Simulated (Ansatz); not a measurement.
# Au: Au-197 nuclear quadrupole resonance

Cell: an entry of the Crystallography Open Database (COD), its atoms then relaxed with PBE in this cell.

```yaml
crystal:
  lattice:
    - [2.90000, 0.00000, 0.00000]
    - [-1.45000, 2.51147, 0.00000]
    - [0.00000, 0.00000, 4.88000]
  atoms:
    - { symbol: Au, position: [0.33333, 0.66667, 0.75000] }
    - { symbol: Au, position: [0.66667, 0.33333, 0.25000] }
```

Atom numbers follow the list; atoms alike are taken as one site, whose name carries the number of the first.

Method: Kohn–Sham DFT in Ansatz, PBE, plane waves and PAW, with spin–orbit coupling, 420 eV cutoff, Γ-centred 18×18×10 k-points, Fermi–Dirac smearing 0.05 eV.

Au-197: I = 3/2, Q = 547.0 mb (year-2017 value). Static lattice, zero field.

(1) At which frequencies do the Au-197 NQR lines lie?

## Answers

(1) For I = 3/2 there is one line, ν = (|C_Q|/2)(1 + η²/3)^½.

| site | atoms | V_zz (10²¹ V/m²) | C_Q (MHz) | η | line frequencies (MHz) |
| --- | --- | --- | --- | --- | --- |
| Au | 1, 2 | 1.47 | 19.4 | 0.00 | 9.70 |

An axis of threefold or higher order runs through Au, so V_zz lies along it and η is zero.

The run finds no gap above 0.1 eV (a metal, or nearly one), so the gradients can move by 10 % or more with the k-mesh.
